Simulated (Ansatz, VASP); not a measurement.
W: VASP beside Ansatz

```xyz
1
Lattice="-1.5973 1.5973 1.5973 1.5973 -1.5973 1.5973 1.5973 1.5973 -1.5973" Properties=species:S:1:pos:R:3 pbc="T T T"
W     0.0000    0.0000    0.0000
```

Alike in both runs: task single point; functional r2SCAN; k mesh 16 × 16 × 16; occupations gaussian, width 0.15 eV; no spin polarisation.

|  | VASP | Ansatz |
| --- | --- | --- |
| version | VASP 6.6.1 | Ansatz 0.2.0 |
| potentials or method | VASP PAW PBE potentials, release 64 (W_sv) | scalar-relativistic, plane waves, PAW |
| plane-wave cutoff (eV) | 520 | 500 |
| valence electrons in the cell | 14 | 14 |

VASP gave:

```
gap on the k mesh at the Fermi level (eV) : none
pressure (GPa)                            : -6.3
```

Task: Which values does Ansatz return?

Result: gap on the k mesh at the Fermi level (eV): none; pressure (GPa): -7.4.

A gap of «none» marks a metal or a gap that the smearing closes.

Caveats: the PAW data sets were made with another functional, which shifts forces and pressure a little (VASP). The runs have no spin-orbit coupling, so splittings on W are missing.
